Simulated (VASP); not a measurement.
Crystal: Ge.

```
Ge
1.0
     4.77273    0.00000    0.00000
    -2.38636    4.13331    0.00000
     0.00000    0.00000    2.92568
Ge
3
Cartesian
  0.0000 0.0000 0.0000
  0.0000 2.7555 1.4628
  2.3864 1.3778 1.4628
```

The cell was built by a generator and needn't be a form met in nature.

- Program: VASP 6.6.1
- Task: relaxation of cell and atoms
- Functional: revPBE
- Potentials or basis: VASP PAW PBE potentials, release 64 (Ge_d)
- Cutoff: 600 eV
- k mesh: 8 × 8 × 11
- Occupations: fermi-dirac, width 0.1 eV
- Spin: no spin polarisation

At the start: pressure 2.5 GPa; volume 19.24 Å³/atom.

Where does the relaxation end?

Over 16 steps the energy falls by 21.1 meV/atom and the volume is 19.78 Å³/atom (+2.8 %); space group P6/mmm (No. 191, to 0.05 Å).

Step by step:
| step | energy change (eV) | largest force (eV/Å) | pressure (GPa) | volume (Å³) |
| --- | --- | --- | --- | --- |
| 1 | 0.0000 | 0.0000 | 2.48 | 57.72 |
| 2 | -0.0350 | 0.0000 | -0.24 | 60.23 |
| 3 | -0.0356 | 0.0000 | -1.64 | 61.20 |
| 4 | -0.0362 | 0.0000 | -1.13 | 60.85 |
| 5 | -0.0553 | 0.0000 | -1.14 | 60.51 |
| 6 | -0.0601 | 0.0000 | -1.12 | 60.26 |
| 7 | -0.0626 | 0.0000 | 0.59 | 58.80 |
| 8 | -0.0633 | 0.0000 | -0.10 | 59.29 |
| 9 | -0.0633 | 0.0000 | 0.36 | 59.22 |
| 10 | -0.0633 | 0.0000 | -0.26 | 59.27 |
| 11 | -0.0633 | 0.0000 | 0.06 | 59.24 |
| 12 | -0.0633 | 0.0000 | 0.07 | 59.32 |
| 13 | -0.0632 | 0.0000 | 0.05 | 59.44 |
| 14 | -0.0632 | 0.0000 | -0.09 | 59.41 |
| 15 | -0.0633 | 0.0000 | -0.18 | 59.35 |
| 16 | -0.0633 | 0.0000 | -0.03 | 59.33 |

Final structure:
```
Ge
1.0
     4.94077    0.00000    0.00000
    -2.47038    4.27883    0.00000
     0.00000    0.00000    2.80633
Ge
3
Direct
  0.00000 0.00000 0.00000
  0.33333 0.66667 0.50000
  0.66667 0.33333 0.50000
```

Caveat: the PAW data sets were made with another functional, which shifts forces and pressure a little.
